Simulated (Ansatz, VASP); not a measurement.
# BN: VASP beside Ansatz, part 2 of 2

Wanted: the spread between two codes on one cell, functional and k mesh. The cell is taken from a series of VASP runs on this material, whose earlier steps may have relaxed, scaled or displaced it; both programs get it as it stands.

VASP 6.6.1 and Ansatz 0.2.0.

So far. Step 3 (VASP: band structure, PBE with D3(BJ)): The run ends at a pressure of -0.05 GPa, with forces up to 7.7e-4 eV/Å.

### Step 6. Ansatz: electric field gradients, PBE with D3(BJ)

Level of this step: Ansatz beside VASP: Kohn-Sham DFT, plane waves, PBE with D3(BJ) (Ansatz).

Field gradients test the density near the nuclei, where the PAW reconstruction matters most.

The cell is taken from a series of VASP runs on this material, whose earlier steps may have relaxed, scaled or displaced it; both programs get it as it stands.

input.yaml reads:

```yaml
crystal:
  lattice:
    - [2.5424592805, 0.0, 0.0]
    - [-1.2712296403, 2.201834325, 0.0]
    - [0.0, 0.0, 4.2045635586]
  atoms:
    - { symbol: B, position: [0.6666666667, 0.3333333333, 0.0002552075] }
    - { symbol: B, position: [0.3333333333, 0.6666666667, 0.5002552075] }
    - { symbol: "N", position: [0.6666666667, 0.3333333333, 0.3747447925] }
    - { symbol: "N", position: [0.3333333333, 0.6666666667, 0.8747447925] }
hamiltonian:
  xc: pbe
  pseudopotentials: { kind: paw }
  dispersion: d3bj
kpoints:
  mp_grid: { grid: [10, 10, 5] }
scf:
  occupations: { method: gaussian, width: 0.05 }
  n_extra_bands: 5
output:
  forces: true
  stress: true
  eigenvalues: true
  efg: {}
```

Command:

```bash
$ ansatz run input.yaml --threads 2 --pin off --max-ram 4608MiB --backend cpu --events-out ev --progress --plain --runs-dir out
```

Numbers of over 12 decimals in the logs are rounded to 6 here.

The log of the run:

```text
[...]
Crystal: 4 atoms, lattice volume = 23.537 Å³
Basis set: ecut = 420 eV, 465 PW (Γ), exchange–correlation on 36×36×60 points (8 copies of the dense FFT grid, shifted against one another)
Bands: 13, of which v1, the nominal top of the filled ones, is band 8 counted from 1 (7 counted from 0)
Symmetry: 12 space group operations
[...]
k-points: 42 of 500 (time reversal used)
[...]
k-point 0: bands = [... 4 lower, 9.2645, 11.1253, 11.3987, 11.3987, 19.7990, 19.7990, 20.0433, 20.9684, ... 1 higher]
  k-point 1: bands = [... 4 lower, 9.4334, 9.8757, 11.1481, 11.1481, 20.0848, 20.0848, 20.5145, 20.9615, ... 1 higher]
  k-point 2: bands = [... 4 lower, 9.9036, 9.9036, 10.5519, 10.5519, 20.8550, 20.8550, 20.8849, 20.9463, ... 1 higher]
  k-point 41: bands = [... 4 lower, 3.6147, 4.5448, 7.9171, 8.3445, 20.0377, 20.7128, 21.5088, 23.0794, ... 1 higher]
[key lines of the parts left out:]
SCF converged after 6 iterations
Free energy (F): -1085.317231 eV
Fermi energy:    14.094977 eV
P = ⅓ Tr σ = -0.3337 GPa (-3.337 kbar)
```

Wall time 1.6 s (2 threads of Arm Neoverse N1, shared host); peak memory 0.28 GiB; 2.9 s of CPU time.

The run ends at a pressure of -0.33 GPa, with forces up to 0.0037 eV/Å.

### Step 7. VASP: electric field gradients, PBE with D3(BJ)

The same cell, functional, mesh and smearing now go to VASP, with its own data sets and cutoff.

INCAR reads:

```
SYSTEM = BN
PREC = Accurate
ENCUT = 520
EDIFF = 1E-07
NELM = 100
ISMEAR = 0
SIGMA = 0.05
LREAL = .FALSE.
ALGO = Normal
GGA = PE
IVDW = 12
NBANDS = 14
LORBIT = 11
LWAVE = .FALSE.
LCHARG = .FALSE.
KPAR = 4
LEFG = .TRUE.
LASPH = .TRUE.
```

POSCAR reads:

```
BN
1.0
    2.5424592805      0.0000000000      0.0000000000
   -1.2712296403      2.2018343250      0.0000000000
    0.0000000000      0.0000000000      4.2045635586
B N
2 2
Direct
    0.6666666667      0.3333333333      0.0002552075
    0.3333333333      0.6666666667      0.5002552075
    0.6666666667      0.3333333333      0.3747447925
    0.3333333333      0.6666666667      0.8747447925
```

KPOINTS reads:

```
Automatic mesh
0
Gamma
10 10 5
0 0 0
```

The projector-augmented-wave data sets are B and N (PBE family, release 64).

Command:

```bash
$ mpirun -np 4 vasp_std
```

The log of the run:

```text
[... set-up lines as in an earlier step ...]
 entering main loop
       N       E                     dE             d eps       ncg     rms          rms(c)
DAV:   1     0.438794618124E+02    0.43879E+02   -0.85582E+03  1176   0.111E+03
DAV:   2    -0.341697754598E+02   -0.78049E+02   -0.73180E+02  1628   0.250E+02
DAV:   3    -0.367719974836E+02   -0.26022E+01   -0.25928E+01  1644   0.431E+01
DAV:   4    -0.367823420705E+02   -0.10345E-01   -0.10344E-01  1248   0.301E+00
[...]
DAV:  12    -0.348259818122E+02   -0.90977E-06   -0.74024E-06  1494   0.265E-02    0.202E-03
DAV:  13    -0.348259819345E+02   -0.12236E-06   -0.18901E-07  1130   0.479E-03    0.851E-04
DAV:  14    -0.348259819486E+02   -0.14079E-07   -0.11585E-08   732   0.128E-03
ion   1
     0.0000000    -0.0000000    -0.0000000    -0.5894783     0.0000000     0.0000000
     0.0000257    -0.0000000    -0.0000000    -0.5894783     0.0000000     0.0000000
     0.0000354    -0.0000000    -0.0000000    -0.5894783     0.0000000     0.0000000
     0.0000487    -0.0000000    -0.0000000    -0.5894783     0.0000000     0.0000000
[...]
0.0000000    -0.0000000    -0.0000000    -3.8253487    -0.0000000     0.0000000
     0.0000281    -0.0000000    -0.0000000    -3.8253482    -0.0000000     0.0000000
     0.0000381    -0.0000000    -0.0000000    -3.8253478    -0.0000000     0.0000000
     0.0000517    -0.0000000    -0.0000000    -3.8253471    -0.0000000     0.0000000
     0.0000701    -0.0000000    -0.0000000    -3.8253461    -0.0000000     0.0000000

ion   4
     0.0000000    -0.0000000    -0.0000000    -1.7935802     0.0000000     0.0000000
     0.0000281    -0.0000000    -0.0000000    -1.7935802     0.0000000     0.0000000
     0.0000381    -0.0000000    -0.0000000    -1.7935802     0.0000000     0.0000000
     0.0000517    -0.0000000    -0.0000000    -1.7935802     0.0000000     0.0000000
     0.0000701    -0.0000000    -0.0000000    -1.7935802     0.0000000     0.0000000

     0.0000000    -0.0000000    -0.0000000    -3.8253487     0.0000000     0.0000000
     0.0000281    -0.0000000    -0.0000000    -3.8253482     0.0000000     0.0000000
     0.0000381    -0.0000000    -0.0000000    -3.8253478     0.0000000     0.0000000
     0.0000517    -0.0000000    -0.0000000    -3.8253471     0.0000000     0.0000000
     0.0000701    -0.0000000    -0.0000000    -3.8253461     0.0000000     0.0000000

   1 F= -.35665876E+02 E0= -.35665876E+02  d E =-.279686E-14
```

OUTCAR, selected parts (step 7):

```text
 Edisp (eV)   -0.83989

  Total      -0.00967    -0.00967    -0.00517     0.00000     0.00000     0.00000
  in kB      -0.65796    -0.65796    -0.35219     0.00000     0.00000     0.00000
  external pressure =       -0.56 kB  Pullay stress =        0.00 kB

 POSITION                                       TOTAL-FORCE (eV/Angst)
 -----------------------------------------------------------------------------------
      1.27123      0.73394      0.00107        -0.000000     -0.000000     -0.001786
     -0.00000      1.46789      2.10335         0.000000     -0.000000     -0.001786
      1.27123      0.73394      1.57564         0.000000      0.000000      0.001786
     -0.00000      1.46789      3.67792        -0.000000     -0.000000      0.001786
 -----------------------------------------------------------------------------------
    total drift:                               -0.000000     -0.000000     -0.000079

  FREE ENERGIE OF THE ION-ELECTRON SYSTEM (eV)
  ---------------------------------------------------
  free  energy   TOTEN  =       -35.6658764417 eV

  energy  without entropy=      -35.6658764417  energy(sigma->0) =      -35.66587644

[... 1 part as in an earlier step ...]

[... 2 further parts left out ...]
[key lines of the parts left out:]
E-fermi :   7.8563
```

The run ends at a pressure of -0.06 GPa, with forces up to 0.0018 eV/Å.

### Step 8. Comparison

What differs besides the data sets and the points named for the pairs above, as far as they apply: Ansatz adds the response of the frozen cores to the gradients, VASP leaves it out. Total energies have different zeros and are not compared.

Both answers:

```
                                        quantity  Ansatz   VASP  difference
                                  pressure (GPa)   -0.33  -0.06       -0.28
pressure without Ansatz's Pulay correction (GPa)   -1.40  -0.06       -1.35
                          gap on the k mesh (eV)   5.393  5.376      +0.017
                                Vzz at B1 (V/Å²)     0.7    0.9        -0.2
                                Vzz at B2 (V/Å²)     0.7    0.9        -0.2
                                Vzz at N3 (V/Å²)     4.5    4.6        -0.1
                                Vzz at N4 (V/Å²)     4.5    4.6        -0.1
```

A gap on the mesh is an upper bound, since the band edges may lie between its points. Ansatz's pressure holds a Pulay correction of 1.07 GPa; VASP's holds none.

### Step 9. VASP: dielectric response, PBE with D3(BJ)

The response to a field tests empty states and converges slowly with the mesh.

INCAR reads:

```
SYSTEM = BN
PREC = Accurate
ENCUT = 520
EDIFF = 1E-08
NELM = 100
ISMEAR = 0
SIGMA = 0.01
LREAL = .FALSE.
ALGO = Normal
GGA = PE
IVDW = 12
NBANDS = 14
LORBIT = 11
LWAVE = .FALSE.
LCHARG = .FALSE.
KPAR = 4
LEPSILON = .TRUE.
```

POSCAR is that of step 7.

KPOINTS reads:

```
Automatic mesh
0
Gamma
15 15 8
0 0 0
```

Command:

```bash
$ mpirun -np 4 vasp_std
```

The log of the run:

```text
[... set-up lines as in an earlier step ...]
 entering main loop
       N       E                     dE             d eps       ncg     rms          rms(c)
DAV:   1     0.438131264669E+02    0.43813E+02   -0.86313E+03  3796   0.112E+03
DAV:   2    -0.342203887021E+02   -0.78034E+02   -0.72967E+02  5228   0.250E+02
DAV:   3    -0.367719625630E+02   -0.25516E+01   -0.25437E+01  5238   0.427E+01
DAV:   4    -0.367823554998E+02   -0.10393E-01   -0.10391E-01  4014   0.298E+00
[...]
DAV:  12    -0.348259995741E+02   -0.87287E-06   -0.75376E-06  4794   0.267E-02    0.204E-03
DAV:  13    -0.348259996981E+02   -0.12399E-06   -0.20430E-07  4674   0.486E-03    0.863E-04
DAV:  14    -0.348259997062E+02   -0.80895E-08   -0.12963E-08  3742   0.120E-03
   1 F= -.35665894E+02 E0= -.35665894E+02  d E =-.155057E-18
 Linear response reoptimize wavefunctions to high precision
DAV:   1    -0.348259997165E+02    0.83989E+00   -0.70010E-09  4578   0.640E-04
DAV:   2    -0.348259997166E+02   -0.14779E-10   -0.59772E-11  2412   0.822E-05
 Linear response G [H, r] |phi>, progress :
  Direction:   1
[...]
RMM:   9    -0.248675319171E+00    0.29214E-06    0.13184E-07 22287   0.272E-04    0.537E-05
RMM:  10    -0.248675670400E+00   -0.35123E-06    0.46090E-09 15897   0.461E-05    0.740E-06
 change of polarisation eV/A/(eV/A) component  2 :    -0.043     0.461    -0.000
 dielectric tensor                  component  2 :    -0.333     4.542    -0.000
 Linear response to external field, progress :
  Direction:   3
       N       E                     dE             d eps       ncg     rms          rms(c)
RMM:   1    -0.246057028980E+00   -0.24606E+00   -0.77163E-01  7568   0.269E+00
RMM:   2    -0.247642438219E+00   -0.15854E-02   -0.17018E-03  6338   0.284E-01    0.848E-01
RMM:   3    -0.245580160250E+00    0.20623E-02   -0.23071E-03  6436   0.350E-01    0.506E-01
RMM:   4    -0.258116428005E+00   -0.12536E-01   -0.34857E-03  6555   0.441E-01    0.583E-02
[...]
RMM:   8    -0.259658304608E+00   -0.11922E-04   -0.10577E-08  7049   0.767E-04    0.102E-04
RMM:   9    -0.259658706794E+00   -0.40219E-06   -0.13383E-09  5963   0.221E-04    0.174E-05
RMM:  10    -0.259658671651E+00    0.35144E-07   -0.13917E-10  3939   0.380E-05    0.411E-06
 change of polarisation eV/A/(eV/A) component  3 :    -0.047    -0.026     0.481
 dielectric tensor                  component  3 :    -0.361    -0.197     4.701
 Born effective charges drift removed
```

From OUTCAR (step 9):

```text
  Total      -0.00775    -0.00775    -0.00867     0.00000     0.00000    -0.00000
  in kB      -0.52753    -0.52753    -0.58998     0.00000     0.00000    -0.00000
  external pressure =       -0.55 kB  Pullay stress =        0.00 kB

 POSITION                                       TOTAL-FORCE (eV/Angst)
 -----------------------------------------------------------------------------------
      1.27123      0.73394      0.00107         0.000000     -0.000000     -0.000896
     -0.00000      1.46789      2.10335         0.000000     -0.000000     -0.000896
      1.27123      0.73394      1.57564        -0.000000      0.000000      0.000896
     -0.00000      1.46789      3.67792         0.000000      0.000000      0.000896
 -----------------------------------------------------------------------------------
    total drift:                               -0.000000     -0.000000     -0.000053

 Edisp (eV)   -0.83989

 Edisp (eV)   -0.83989

 MACROSCOPIC STATIC DIELECTRIC TENSOR (including local field effects in DFT)
 ------------------------------------------------------
           4.542131    -0.000000     0.000000
          -0.000000     4.542131    -0.000000
           0.000000     0.000000     4.701004
 ------------------------------------------------------

[... 1 part as in an earlier step ...]

[... 1 further part left out ...]
```

### Step 10. Ansatz: dielectric response, PBE with D3(BJ)

The same cell, functional and mesh now go to Ansatz, which takes its cutoff from its data sets.

The cell is taken from a series of VASP runs on this material, whose earlier steps may have relaxed, scaled or displaced it; both programs get it as it stands.

input.yaml, the sections that differ from step 6:

```yaml
kpoints:
  mp_grid: { grid: [15, 15, 8] }
scf:
  occupations: { method: fixed }
dielectric:
  method: response
# crystal, hamiltonian: as in step 6
# output: removed
```

Command:

```bash
$ ansatz run input.yaml --threads 2 --pin off --max-ram 4608MiB --backend cpu --events-out ev --progress --plain --runs-dir out
```

The log of the run:

```text
[...]
Crystal: 4 atoms, lattice volume = 23.537 Å³
Basis set: ecut = 420 eV, 465 PW (Γ), exchange–correlation on 36×36×60 points (8 copies of the dense FFT grid, shifted against one another)
Bands: 12, of which v1, the nominal top of the filled ones, is band 8 counted from 1 (7 counted from 0)
Symmetry: 12 space group operations
k-points: 488 of 1800 (irreducible under 2 space group operations, time reversal used)
[...]
site 1:
         1.84386    0.00000    0.00000
         0.00000    1.84386   -0.00000
[...]
site 2:
[...]
-0.00000    0.00000   -1.94212
    site 3:
        -1.84386   -0.00000    0.00000
        -0.00000   -1.84386    0.00000
         0.00000   -0.00000   -1.94212
  Z* charge neutrality: 3.400e-5 e pre-enforcement
  k-mesh period / interband length: 33.6 Å / 1.43 Å = 23.51 at k = (0.0000, 0.0000, 0.0000), direct gap 8.400 eV — 14 or more, which is no proof of convergence
[key lines of the parts left out:]
SCF converged after 7 iterations
Free energy (F): -1085.317279 eV
Fermi energy:    11.398722 eV
```

The job ended after 51 s (2 threads; peak memory 0.67 GiB).

### Step 11. Comparison

Both answers:

| quantity | Ansatz | VASP | difference |
| --- | --- | --- | --- |
| ε∞ xx | 4.56 | 4.54 | +0.29 % |
| ε∞ yy | 4.56 | 4.54 | +0.29 % |
| ε∞ zz | 4.72 | 4.70 | +0.31 % |
| Born charge of B1 (mean of the diagonal) (e) | 1.88 | 1.87 | +0.01 |
| Born charge of N3 (mean of the diagonal) (e) | -1.88 | -1.87 | -0.01 |

### Step 12. What came out

* difference in gap over the path points (band structure, PBE with D3(BJ)): 0.018 eV
* difference in Vzz at B1 (electric field gradients, PBE with D3(BJ)): -0.17 V/Å²
* difference in ε∞ zz (dielectric response, PBE with D3(BJ)): 0.31 %

What this shows: The difference in gap over the path points is 0.018 eV (band structure, PBE with D3(BJ)), within the 0.08 eV picked in this series as the mark of a large difference. Band structure, PBE with D3(BJ), Ansatz's all-electron LAPW method: the difference in gap over the path points goes from 0.018 to 0.0078 eV. 1 further run of this series is not shown here. Such differences can come from data sets, numerical settings and the points named under the comparisons, not from the functional's error against experiment.

[Lines on the potential files, build, host, timing and source positions are cut from VASP's logs without a mark.]

[Logs are printed without paths, hosts, clocks, repeated set-up lines and the standing remarks that a program may print on its own settings, such as how far it seeks lower states.]

[Hosts, paths, dates, database ids (printed as entryN), source tags and the programs' standing remarks are cut or masked in the printed files.]
